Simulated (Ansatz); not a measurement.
# SnSe (rocksalt type): the cost of one run

Method: DFT PBEsol, with the methods named in each step, in Ansatz 0.2.0.

### Step 1. The starting structure

Symmetry: Fm-3m, No. 225, cubic system. The conventional cell has a = 5.291 Å, b = 5.291 Å, c = 5.291 Å, α = 90.00°, β = 90.00°, γ = 90.00°. Sn (site symmetry m-3m) has 6 Se at 2.65 Å as nearest neighbours. Se (site symmetry m-3m) is surrounded by 6 Sn at 2.65 Å.

Structure file:

```
CELL_PARAMETERS angstrom
0.00000 2.64542 2.64542
2.64542 0.00000 2.64542
2.64542 2.64542 0.00000
ATOMIC_POSITIONS crystal
Sn 0.00000 0.00000 0.00000
Se 0.50000 0.50000 0.50000
```

Whether this phase is the stable one at these pressures isn't tested.

Atoms are numbered in the order of the input: Sn1, Se2.

### Step 2. Cell relaxed at zero pressure, PAW

input.yaml

```yaml
crystal:
  lattice:
    - [0.0, 2.6454205252, 2.6454205252]
    - [2.6454205252, 0.0, 2.6454205252]
    - [2.6454205252, 2.6454205252, 0.0]
  atoms:
    - { symbol: Sn, position: [0.0, 0.0, 0.0] }
    - { symbol: Se, position: [0.5, 0.5, 0.5] }
kpoints:
  mp_grid: { grid: [14, 14, 14] }
scf:
  occupations: { method: fermi_dirac, width: 0.08 }
hamiltonian:
  xc: pbesol
  pseudopotentials: { kind: paw }
output:
  forces: true
  stress: true
  write_density: true
  write_potential: true
  elf: true
  volumetric_format: npy
relax:
  f_tol: 0.005
  max_steps: 40
  cell: {}
```

Started as:

```bash
ansatz run input.yaml --threads 1 --pin off --max-ram 2048MiB --backend cpu --events-out ev --progress --plain --runs-dir out
```

Q: Estimate wall time and peak memory on 1 thread of Intel Xeon Platinum 8259CL at 2.50GHz (Skylake/Cascade Lake), shared host.

About 42 s, with a peak of 0.49 GiB.
